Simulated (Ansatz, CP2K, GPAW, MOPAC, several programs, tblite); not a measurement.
Many methods on one cell: BaS (wurtzite)

BaS built on the wurtzite prototype (no longer in that coordination), relaxed with r2SCAN in Ansatz, was computed with several methods. It is hexagonal, P6_3/mmc (No. 194); conventional cell a = 5.382 Å, c = 6.383 Å, 40.03 Å³ an atom. Ba has 5 S at 3.11–3.19 Å; S has 5 Ba at 3.11–3.19 Å. These are computed values for a spin-unpolarised cell that may be hypothetical; none is a measurement.

Space group P6_3/mmc (No. 194). a = 5.382 Å, b = 5.382 Å, c = 6.383 Å, α = 90.00°, β = 90.00°, γ = 120.00°
```tsv
atom	site	symmetry	x	y	z
Ba	2d	-6m2	0.3333	0.6667	0.7500
S	2c	-6m2	0.3333	0.6667	0.2500
```

Gaps and times are for a single point on this cell; volume and bulk modulus come from each method's own relaxation or energy curve at fixed shape, which is too stiff where a cell has free coordinates or axes. Times are rough, from shared hosts (Arm Neoverse V1), and each method has its own mesh and cell size. A dagger marks a closed or tiny gap in a crystal that DFT finds insulating: a failure of the method or a wrong SCF state. A double dagger marks a value from a curve with shape and coordinates held. PM6 (MOPAC), PM7 (MOPAC), GFN2-xTB (tblite) treat a cluster of cells at its zone centre, which samples few k points: where these miss a band edge, the gap comes out too large for that reason alone. Gaps from k meshes are read at a limited set of points (mesh, symmetry points, PBE's band edges), so each method's own least gap may be somewhat smaller. xTB and the PM methods were fitted mostly to molecules, and can miss a solid's gap by electronvolts. Minimal bases can be far off for gaps. GLLB-SC's gap includes the derivative discontinuity. d marks a direct gap, i an indirect one (no mark: not told apart), a dash a value that wasn't computed or didn't pass its checks.

```
                              method              kind       gap (eV)  own volume (Å³/atom)  bulk modulus (GPa)  atoms computed  processor time
light PBE (260 eV and a coarse mesh)  light plane-wave         2.55 i                40.22‡                 33‡               4           1.4 s
                         PM7 (MOPAC)    semi-empirical           2.83                     –                   –              32           2.3 s
                   GFN2-xTB (tblite)     tight binding          0.06†                     –                   –              32           2.8 s
                                 PBE         semilocal         2.56 i                 40.03                 33‡               4             6 s
                      PBE/SZV (CP2K)       small basis  overlap 0.04†                     –                   –               4           9.1 s
                              r2SCAN         semilocal         2.90 i                 40.03                 34‡               4            13 s
                     PBE/DZVP (CP2K)       small basis         2.89 d                40.84‡                 34‡               4            19 s
                         PM6 (MOPAC)    semi-empirical           3.01                     –                   –              32            65 s
                      GLLB-SC (GPAW)   model potential           5.06                     –                   –               4            94 s
              PBE/single zeta (GPAW)       small basis         2.52 i                     –                   –               4         3.8 min
```

Against r2SCAN (2.90 eV) and with closed or daggered gaps left aside, the nearest gap at the points sampled is that of PBE/DZVP (CP2K) (-0.01 eV) and the farthest that of GLLB-SC (GPAW) (+2.16 eV). r2SCAN is only a yardstick of convenience: semilocal gaps usually lie below measured ones, which GLLB-SC and hybrids aim to mend.

Volumes against r2SCAN's: PBE 0.0 %.

Runs without a result: GFN1-xTB (tblite) (single point).

The runs are scalar-relativistic, without spin-orbit coupling.
